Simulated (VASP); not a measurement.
Ba: density of states with rSCAN+D4

Ba:

```xyz
1
Lattice="-2.5297 2.5325 2.5203 2.5822 -2.4493 2.4896 2.4989 2.4185 -2.4370" Properties=species:S:1:pos:R:3 pbc="T T T"
Ba   -0.0708    0.1040    0.0583
```

The cell isn't the ideal one: cell strained at random at fixed volume.

```
Program                : VASP 6.6.1
Task                   : density of states
Functional             : rSCAN
Dispersion             : D4
Potentials or basis    : VASP PAW PBE potentials, release 64 (Ba_sv)
Cutoff                 : 520 eV
k mesh                 : 8 × 8 × 8
Occupations            : tetrahedron
Spin                   : no spin polarisation
Further INCAR settings : ALGO = Normal; EDIFF = 1e-06; NBANDS = 11
```

| Property | Result |
| --- | --- |
| Pressure | 0.4 GPa |
| Band gap on the k mesh | none (metal or under the smearing width) |
| Valence electrons inside the program's atomic spheres | Ba 7.90 |
| Dispersion energy per atom | -0.061 eV |

Stress tensor (GPa, compression positive):
```
 0.33  0.14 -0.20
 0.14  0.41 -0.25
-0.20 -0.25  0.37
```

Levels at points of the mesh, in eV from the Fermi level:
```csv
k point,band 1,band 2,band 3,band 4,band 5,band 6,band 7,band 8,band 9,band 10
"(0.00, 0.00, 0.00)",-29.84,-14.39,-14.39,-14.37,-2.82,1.92,2.16,2.23,3.41,3.63
"(0.50, 0.00, 0.00)",-29.80,-14.84,-14.52,-14.39,-0.85,0.77,1.22,3.75,4.30,5.51
"(0.00, 0.50, 0.00)",-29.80,-14.85,-14.52,-14.38,-0.85,0.94,1.18,3.49,4.14,5.50
"(0.50, 0.50, 0.00)",-29.80,-14.86,-14.53,-14.39,-0.84,0.87,1.25,3.55,4.18,5.54
"(0.00, 0.00, 0.50)",-29.79,-14.88,-14.54,-14.39,-0.83,0.90,1.34,3.45,4.07,5.57
"(0.50, 0.00, 0.50)",-29.79,-14.88,-14.54,-14.38,-0.83,0.98,1.33,3.35,3.96,5.59
"(0.00, 0.50, 0.50)",-29.79,-14.89,-14.56,-14.40,-0.82,0.81,1.47,3.53,4.03,5.68
"(0.50, 0.50, 0.50)",-29.76,-14.76,-14.70,-14.67,-0.58,-0.53,4.53,4.68,4.91,4.92
```

States per cell in windows of 1 eV (zero at the Fermi level; states under -8 eV left out):
```tsv
from (eV)	total	Ba1_d	Ba1_s	Ba1_p
-8.0	0.00	0.00	0.00	0.00
-7.0	0.00	0.00	0.00	0.00
-6.0	0.00	0.00	0.00	0.00
-5.0	0.00	0.00	0.00	0.00
-4.0	0.00	0.00	0.00	0.00
-3.0	0.09	0.00	0.01	0.00
-2.0	0.41	0.02	0.03	0.01
-1.0	1.51	0.26	0.06	0.04
0.0	1.97	0.52	0.00	0.07
1.0	1.85	0.64	0.00	0.04
2.0	1.05	0.45	0.01	0.01
3.0	2.49	1.30	0.02	0.02
4.0	1.61	0.86	0.02	0.03
5.0	1.02	0.49	0.05	0.02
6.0	1.25	0.45	0.09	0.03
7.0	0.70	0.12	0.03	0.01
```

Run time: 5 min on 1 thread of Intel(R) Xeon(R) 6975P-C (Granite Rapids), with other jobs on the host, peak memory 0.34 GiB.

Caveat: the PAW data sets were made with another functional, which shifts forces and pressure a little; pairwise dispersion overbinds metals, which lowers pressure and volume; tetrahedron occupations give inexact forces and stress in metals. Spin-orbit coupling is left out, which matters for the levels of Ba.
